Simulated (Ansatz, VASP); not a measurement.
**MoS2 in VASP and in Ansatz**

```
Mo S
1.0
     2.88022    0.00000    0.00000
    -1.44011    2.49434    0.00000
     0.00000    0.00000   10.44680
Mo S
2 4
Cartesian
  1.4401 0.8314 2.6117
  0.0000 1.6629 7.8351
  1.4401 0.8314 6.2457
  0.0000 1.6629 4.2011
  1.4401 0.8314 9.4245
  0.0000 1.6629 1.0223
```

Alike in both runs: functional PBEsol; k mesh 12 × 12 × 4; occupations gaussian, width 0.1 eV; no spin polarisation.

Ansatz relaxed the structure, and its values are those at the end. VASP's run is a single point on that final structure, the one shown.

|  | VASP | Ansatz |
| --- | --- | --- |
| version | VASP 6.6.1 | Ansatz 0.2.0 |
| potentials or method | VASP PAW PBE potentials, release 64 (Mo_sv, S) | scalar-relativistic, plane waves, PAW |
| plane-wave cutoff (eV) | 520 | 420 |
| valence electrons in the cell | 52 | 52 |

```csv
,VASP,Ansatz,Ansatz less VASP
gap on the k mesh at the Fermi level (eV),none,none,-
rms of the force components (eV/Å),0.018,0.000,-0.0181
```

A gap of «none» marks a metal or a gap that the smearing closes.

Caveats: the PAW data sets were made with another functional, which shifts forces and pressure a little (VASP).
